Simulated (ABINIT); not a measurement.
Runs of ABINIT 10.8.3 (patched build) on CaO. It takes space group Fm-3m (No. 225, cubic). The conventional cell has a = 4.807 Å, b = 4.807 Å, c = 4.807 Å, α = 90.00°, β = 90.00°, γ = 90.00°. Around Ca (site symmetry m-3m) lie 6 O at 2.40 Å. Around O (site symmetry m-3m) lie 6 Ca at 2.40 Å. The cell is a database's computed one.

```tsv
task	level	potentials or basis	k mesh	cutoff (eV)	fine-grid cutoff	mesh quality	gap on the mesh (eV)	pressure (GPa)	V0 of scaled cells (Å³/atom)	B0 (GPa)
equation of state	BLYP+D3(BJ)	JTH PAW PBE v2.0	10 × 10 × 10	626	1224.51 eV	not flagged	-	-	13.50	117
equation of state	revPBE	JTH PAW PBE v2.0	10 × 10 × 10	626	1224.51 eV	not flagged	-	-	14.47	97
band structure	PBEsol	PseudoDojo NC SR PBEsol v0.4.1 standard	10 × 10 × 10	1143	-	not flagged	3.56	-3.0	-	-
equation of state	BLYP+D3	JTH PAW PBE v2.0	10 × 10 × 10	626	1224.51 eV	not flagged	-	-	13.73	(a)
equation of state	RPBE	JTH PAW PBE v2.0	10 × 10 × 10	626	1224.51 eV	not flagged	-	-	14.61	95
band structure	LDA	JTH PAW LDA v2.0	10 × 10 × 10	626	1224.51 eV	not flagged	3.48	-7.1	-	-
equation of state	rPW86PBE	JTH PAW PBE v2.0	10 × 10 × 10	626	1224.51 eV	not flagged	-	-	(b)	104
single point	PBEsol	JTH PAW PBE v2.0	4 × 4 × 4	626	1224.51 eV	coarse	3.54	(c)	-	-
```

Alike in all rows: no spin polarisation; cell as given; smearing fermi-dirac 0.05 eV.

Task: Estimate the missing entries.

Result: (a) 112; (b) 14.37; (c) -2.8.

Caveats: some runs use coarse meshes; the PAW data sets were made with another functional, which shifts forces and pressure a little (some runs); pressures at fixed basis lie under the slope of the energies (some runs).

A k mesh can miss the band edges.

Runs at the PBE level aren't shown here.
